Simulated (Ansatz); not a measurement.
## ZrO2 under pressure: fit and missing row

ZrO2, P4_2/nmc, a = 3.585 Å, c = 5.177 Å. This isn't the usual stable structure of the compound. Ansatz: PBEsol, PAW, 420 eV, Γ-centred 6×6×6 mesh on 6 atoms, Gaussian smearing 0.02 eV; no spin polarisation. Cell and atoms are relaxed at each pressure, and no other structure is tried, so the rows at high pressure may lie past a change of phase.

```tsv
V (Å³/atom)	P (GPa)
8.664	90.03
9.362	50.00
10.008	24.99
?	12.00
10.861	4.00
11.025	1.03
11.087	-0.01
11.150	-1.03
```

Problem. Take V0 = 11.087 Å³/atom, count pressures from its P0 = -0.01 GPa, fit the third-order Birch–Murnaghan form to the other rows, and predict the missing volume.

Solution. With the Eulerian strain f = ½[(V0/V)^(2/3) − 1] and y = (P − P0)/[3f(1 + 2f)^(5/2)], the form is the line y = B0 + 1.5 B0 (B0′ − 4) f. Rows (f, y): 0.08934, 222.7; 0.05967, 210.8; 0.03532, 198.9; 0.00691, 186.9; 0.00187, 183.7; -0.00189, 181.6. Means f = 0.03187, y = 197.43; Σ(Δf)² = 0.006750, ΣΔfΔy = 3.038; the slope is their ratio. y = 183.1 + 450.1 f GPa, so B0 = 183.1 GPa and B0′ = 4 + 2 × (450.1)/(3 × 183.1) = 5.64. P = 12.00 GPa is met at f = 0.01903 (y = 191.67), so V = V0 (1 + 2f)^(−3/2) = 10.483 Å³/atom. The run gave 10.485 Å³/atom, so the fit is 0.002 Å³/atom too low, within the rms miss on the fitted rows (0.002 Å³/atom).

The mesh isn't the same in all rows (6×6×6, 8×8×6).

Cost: 8 runs of about 2.7 core-minutes in all, on AMD EPYC 7B13 (Zen 3) (shared hosts).